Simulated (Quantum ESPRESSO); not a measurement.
P:

```
CELL_PARAMETERS angstrom
1.64774 -5.46504 0.00000
1.64774 5.46504 0.00000
0.00000 0.00000 4.54364
ATOMIC_POSITIONS crystal
P 0.90414 0.09586 0.58882
P 0.09586 0.90414 0.41118
P 0.59586 0.40414 0.08882
P 0.40414 0.59586 0.91118
```

```yaml
Program: Quantum ESPRESSO 7.5
Task: relaxation of cell and atoms
Functional: BLYP
Dispersion: D4
Potentials_or_basis: PseudoDojo 0.4.1 SR PBE standard
Cutoff: 599 eV
Density_cutoff: 2395 eV
k_mesh: 8 × 8 × 6
Occupations: fermi-dirac, width 0.05 eV
Spin: no spin polarisation
```

At the start: pressure 1.0 GPa; volume 20.46 Å³/atom.

How do energy, volume and symmetry change on relaxing?

Over 12 steps the energy falls by 24.8 meV/atom and the volume is 18.81 Å³/atom (-8.0 %); space group Cmce (No. 64, to 0.05 Å).

The path:
| step | energy change (eV) | largest force (eV/Å) | pressure (GPa) | volume (Å³) |
| --- | --- | --- | --- | --- |
| 1 | 0.0000 | 0.5155 | 1.00 | 81.83 |
| 2 | -0.0141 | 0.3925 | 0.43 | 81.94 |
| 3 | -0.0354 | 0.0995 | -1.24 | 82.16 |
| 4 | -0.0382 | 0.0810 | -1.41 | 82.04 |
| 5 | -0.0555 | 0.1482 | -1.99 | 80.75 |
| 6 | -0.0687 | 0.2363 | -1.93 | 79.20 |
| 7 | -0.0822 | 0.2876 | -1.29 | 77.18 |
| 8 | -0.0919 | 0.2472 | -0.44 | 75.81 |
| 9 | -0.0978 | 0.1236 | 0.24 | 75.15 |
| 10 | -0.0989 | 0.0469 | 0.23 | 75.19 |
| 11 | -0.0991 | 0.0055 | 0.09 | 75.26 |
| 12 | -0.0992 | 0.0021 | 0.05 | 75.26 |

Final structure:
```
CELL_PARAMETERS angstrom
1.67094 -5.18546 0.00000
1.67094 5.18546 0.00000
0.00000 0.00000 4.34297
ATOMIC_POSITIONS crystal
P 0.89570 0.10430 0.57847
P 0.10430 0.89570 0.42153
P 0.60430 0.39570 0.07847
P 0.39570 0.60430 0.92153
```

Caveat: the potentials were made for another functional, which shifts forces and pressure.
